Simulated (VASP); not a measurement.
## C7N: single point with PBE

C7N:

```
C N
1.0
     0.00000    3.09454    3.09454
     3.09454    0.00000    3.09454
     3.09454    3.09454    0.00000
C N
7 1
Direct
  0.50000 0.00000 0.00000
  0.00000 0.50000 0.50000
  0.00000 0.50000 0.00000
  0.50000 0.00000 0.50000
  0.00000 0.00000 0.50000
  0.50000 0.50000 0.00000
  0.50000 0.50000 0.50000
  0.00000 0.00000 0.00000
```

The cell was built by a generator and needn't be a form met in nature.

The cell isn't the ideal one: species swapped into the Zn7Tc type (Fm-3m, No. 225).

```
Program             : VASP 6.6.1
Task                : single point
Functional          : PBE
Potentials or basis : VASP PAW PBE potentials, release 64 (C, N)
Cutoff              : 520 eV
k mesh              : 10 × 10 × 10
Occupations         : gaussian, width 0.1 eV
Spin                : no spin polarisation
```

- Pressure: 0.0 GPa
- Band gap on the k mesh: none (metal or under the smearing width)

Levels at points of the mesh, in eV from the Fermi level:
| k point | band 12 | band 13 | band 14 | band 15 | band 16 | band 17 | band 18 | band 19 | band 20 | band 21 |
| --- | --- | --- | --- | --- | --- | --- | --- | --- | --- | --- |
| (0.00, 0.00, 0.00) | -6.69 | -6.67 | -5.48 | -5.48 | 1.38 | 1.38 | 1.38 | 2.29 | 2.29 | 2.29 |
| (0.50, 0.00, 0.00) | -3.98 | -3.74 | -3.74 | -0.20 | 0.58 | 1.27 | 1.27 | 1.47 | 1.47 | 1.50 |
| (0.50, 0.50, 0.00) | -3.35 | -1.76 | -1.27 | -0.74 | -0.74 | -0.42 | -0.40 | -0.36 | -0.35 | -0.29 |

It took 110 s on 1 thread of Intel(R) Xeon(R) Platinum 8375C CPU @ 2.90GHz (Ice Lake), on a shared host, peak memory 0.21 GiB.
